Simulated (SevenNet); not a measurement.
We consider fluorite SrF2, described by the machine-learned potential SevenNet-l3i5 (trained on PBE and PBE+U data).

Equation-of-state points:

```
V (Å³/atom)  E − E_lowest (meV/atom)  P (GPa)
-----------  -----------------------  -------
15.776                         14.74     4.97
16.028                          8.05     3.56
16.279                          3.48     2.27
16.531                          0.85     1.09
16.783                          0.00     0.00
17.035                          0.79    -1.00
17.286                          3.10    -1.93
17.538                          6.81    -2.79
17.790                         11.82    -3.58
```

Question: Estimate the bulk modulus and its pressure derivative from these points.

Answer: V0 = 16.783 Å³/atom, B0 = 69.8 GPa, B′ = 4.4 (fit to the energies at full precision).

Measured, for comparison: bulk modulus 69 GPa (temperature not stated, no zero-point or thermal correction; as tabulated in On the Morphology of Group II Metal Fluoride Nanocrystals at Finite Temperature …). Computed (rounded) less measured: bulk modulus +1 %. A static lattice is as a rule a little smaller and stiffer than an uncorrected measurement, which narrows the difference in the bulk modulus and would widen misses of the other sign.

A machine-learned potential is trained on density-functional data: it inherits that level's misses and adds fitting errors of its own.

Static lattice: no zero-point or thermal effects.
